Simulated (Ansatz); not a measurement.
WS2:

```xyz
3
Lattice="1.5790 0.9116 6.1633 -1.5790 0.9116 6.1633 0.0000 -1.8233 6.1633" Properties=species:S:1:pos:R:3 pbc="T T T"
W     0.0000    0.0000    0.0000
S     0.0000    0.0000   10.7427
S     0.0000    0.0000   13.8730
```

Measurements of this composition are mostly on another form, of space group No. 194.

| Quantity | Value |
| --- | --- |
| Program | Ansatz 0.2.0 |
| Task | single point |
| Functional | PBE |
| Potentials or basis | all-electron LAPW, scalar-relativistic |
| Cutoff | 289 eV (chosen from the basis error) |
| Basis error allowed | 0.001 eV/atom |
| k mesh | 10 × 10 × 10 |
| Occupations | fermi-dirac, width 0.05 eV |
| Spin | no spin polarisation |

On this cell: pressure 4.6 GPa; largest force 0.610 eV/Å; band gap on the k mesh 1.07 eV, indirect (least direct gap 2.24 eV).

The same run follows on a disturbed copy (atoms moved at random, drawn with an rms of 0.05 Å):

```xyz
3
Lattice="1.5790 0.9116 6.1633 -1.5790 0.9116 6.1633 0.0000 -1.8233 6.1633" Properties=species:S:1:pos:R:3 pbc="T T T"
W    -0.0377   -0.0171    0.0389
S     0.0067    0.0202   10.7222
S     0.0119   -0.0494   13.9186
```

Q: What does the disturbed cell give?

A: The energy moves by +22.9 meV/atom; pressure 1.6 GPa; largest force 1.683 eV/Å; band gap on the k mesh 0.98 eV, indirect (least direct gap 2.06 eV).

Forces in eV/Å, atoms in the order of the input:
```
W    0.965 -0.013 -1.379
S   -0.385 -0.331  1.075
S   -0.580  0.343  0.305
```

Stress tensor (GPa, compression positive):
```
 2.76 -0.91 -0.79
-0.91  2.51  3.06
-0.79  3.06 -0.37
```

Caveats: spin-orbit coupling is left out, which moves the levels of the heavy elements.

A k mesh can miss the band edges.
